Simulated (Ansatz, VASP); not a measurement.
# One calculation of Se, two programs

```
Se
1.0
     4.35567    0.00000    0.00000
    -2.17783    3.77212    0.00000
     0.00000    0.00000    4.94400
Se
3
Direct
  0.22540 0.00000 0.33333
  0.00000 0.22540 0.66666
  0.77460 0.77460 0.00000
```

Alike in both runs: task single point; functional r2SCAN; k mesh 7 × 7 × 5; occupations fermi-dirac, width 0.035 eV; no spin polarisation.

|  | VASP | Ansatz |
| --- | --- | --- |
| version | VASP 6.6.1 | Ansatz 0.2.0 |
| potentials or method | VASP PAW PBE potentials, release 64 (Se) | PAW plane waves |
| plane-wave cutoff (eV) | 520 | 500 |
| valence electrons in the cell | 18 | 48 |

Ansatz gave:

```
gap on the k mesh at the Fermi level (eV)       : 1.52
pressure (GPa)                                  : 1.8
largest component of the traceless stress (GPa) : 0.71
rms of the force components (eV/Å)              : 0.070
```

Question: What did VASP give for the same quantities?

Answer: gap on the k mesh at the Fermi level (eV): 1.51; pressure (GPa): 1.7; largest component of the traceless stress (GPa): 0.69; rms of the force components (eV/Å): 0.071.

Atom by atom the forces differ by 0.002 eV/Å (rms over components). The two sets of potentials don't hold the same shells in valence. Ansatz warned: «structure_snapped_to_symmetry».

Caveats: the PAW data sets were made with another functional, which shifts forces and pressure a little (VASP); an odd mesh through Γ misses points on the zone boundary, where band edges often lie. r2SCAN opens gaps a little over a GGA but as a rule still falls short of measured ones.
